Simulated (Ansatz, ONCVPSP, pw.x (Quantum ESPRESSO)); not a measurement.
What a changed setting does to a pw.x run (fcc Mg)

Potential: optimised norm-conserving Vanderbilt (ONCV), ONCVPSP 4.0.1.1 (patched build), PBE; core [Ne], reference 3s2; waves: 3s: rc 2.40 bohr, ncon 3, nbas 8, qcut 3.3 1/bohr, 2 projectors, debl 1.3 Ha; p scattering state at 0.04 Ha: rc 2.50 bohr, ncon 5, nbas 8, qcut 3.5 1/bohr, 2 projectors, debl 2.9 Ha; d scattering state at 0.26 Ha: rc 2.20 bohr, ncon 4, nbas 9, qcut 4.4 1/bohr, 2 projectors, debl 1 Ha; local part: polynomial inside 1.70 bohr (lpopt 5, dvloc0 3 Ha); core correction: polynomial model core, fcfact 0.75. In the p channel the program set the typed energies aside and used 0.050, 2.950 Ha.

The reference run (k-mesh 13³, cutoffs 50/200 Ry, Fermi–Dirac 0.01 Ry, mixing_beta 0.4, conv_thr 1e-9, no spin) gives -0.16 GPa at 23.198 Å³/atom, where all-electron LAPW gives -0.07 GPa. This run, with its own iteration cap, changes k-mesh points per axis to 6.

```
&control
  calculation='scf', prefix='x', pseudo_dir='./', outdir='./tmp', tstress=.true., disk_io='none'
/
&system
  ibrav=0, nat=1, ntyp=1, ecutwfc=50, ecutrho=200, nbnd=8,
  occupations='smearing', smearing='fd', degauss=0.01
/
&electrons
  conv_thr=1e-09, mixing_beta=0.4, electron_maxstep=50
/
ATOMIC_SPECIES
Mg 1.0 Mg.UPF
CELL_PARAMETERS angstrom
  0.00000000 2.26363734 2.26363734
  2.26363734 0.00000000 2.26363734
  2.26363734 2.26363734 0.00000000
ATOMIC_POSITIONS crystal
Mg 0.0000 0.0000 0.0000
K_POINTS automatic
6 6 6 0 0 0
```

```bash
pw.x < Mg.scf.in > Mg.scf.out
```

Problem. How does the run end?

Solution. It converges in 7 iterations; the free energy moves by +57.3 meV/atom and the pressure by -0.18 GPa.

```
Message from routine setup:
     using ibrav=0 with symmetry is DISCOURAGED, use correct ibrav instead
     lattice parameter (alat)  =       6.0495  a.u.
     unit-cell volume          =     156.5479 (a.u.)^3
     number of electrons       =         2.00
     number of Kohn-Sham states=            8
     kinetic-energy cutoff     =      50.0000  Ry
     charge density cutoff     =     200.0000  Ry
     scf convergence threshold =      1.0E-09
     Exchange-correlation= PBE
     number of k points=    16  Fermi-Dirac smearing, width (Ry)=  0.0100
     iteration #  1     ecut=    50.00 Ry     beta= 0.40
     total energy              =      -3.44392738 Ry
     estimated scf accuracy    <       0.00400398 Ry
     iteration #  2     ecut=    50.00 Ry     beta= 0.40
     total energy              =      -3.44359142 Ry
     estimated scf accuracy    <       0.00138999 Ry
     iteration #  3     ecut=    50.00 Ry     beta= 0.40
     total energy              =      -3.44361483 Ry
     estimated scf accuracy    <       0.00000113 Ry
     iteration #  4     ecut=    50.00 Ry     beta= 0.40
     total energy              =      -3.44361731 Ry
     estimated scf accuracy    <       0.00000092 Ry
     iteration #  5     ecut=    50.00 Ry     beta= 0.40
     total energy              =      -3.44361735 Ry
     estimated scf accuracy    <       0.00000001 Ry
     iteration #  6     ecut=    50.00 Ry     beta= 0.40
     total energy              =      -3.44361733 Ry
     estimated scf accuracy    <       0.00000048 Ry
     iteration #  7     ecut=    50.00 Ry     beta= 0.40
     the Fermi energy is     3.6200 ev
!    total energy              =      -3.44361733 Ry
     estimated scf accuracy    <          1.1E-11 Ry
     smearing contrib. (-TS)   =      -0.00350502 Ry
     The total energy is F=E-TS. E is the sum of the following terms:
     one-electron contribution =       1.29181104 Ry
     hartree contribution      =       0.00377414 Ry
     xc contribution           =      -2.59206388 Ry
     ewald contribution        =      -2.14363362 Ry
     convergence has been achieved in   7 iterations
          total   stress  (Ry/bohr**3)                   (kbar)     P=       -3.33
     Message from routine punch:
     Nothing written, as per user request (disk_io='none')
```

The run took about 1.4 s on one core of a shared host (AMD EPYC 9R45 96-Core Processor, 96 threads, 376 GiB, load 45).
